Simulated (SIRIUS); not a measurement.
Runs of SIRIUS 7.10.0 on Hf. The typed cell holds 1 atom: a = 2.880 Å, b = 3.093 Å, c = 3.172 Å, α = 104.64°, β = 108.16°, γ = 109.13°. This isn't the form of Hf at room conditions, which is hcp.

| level | gap on the mesh (eV) | pressure (GPa) | relaxed volume (Å³/atom) |
| --- | --- | --- | --- |
| PBEsol+D3 | none | 0.0 | 21.04 |
| PBEsol+D4 | none | 0.0 | 21.61 |
| PBEsol+D3(BJ) | none | 0.0 | 20.93 |
| PBEsol | none | 0.0 | (a) |

Alike in all rows: task relaxation of cell and atoms; potentials or basis PseudoDojo 0.4.1 PBE standard (scalar relativistic); no spin polarisation; cell relaxed; k mesh 5 × 4 × 4; cutoff (eV) 807; smearing fermi-dirac 0.05 eV; the mesh is coarse, so values aren't converged.

Estimate the missing entries.

(a) 21.77.

Caveats: all runs use coarse meshes; the potentials were made for another functional, which shifts forces and pressure; pairwise dispersion overbinds metals, which lowers pressure and volume (some runs).

A k mesh can miss the band edges, and the runs leave out spin-orbit coupling on Hf.

A gap of «none» marks a metal or a gap under the smearing width.
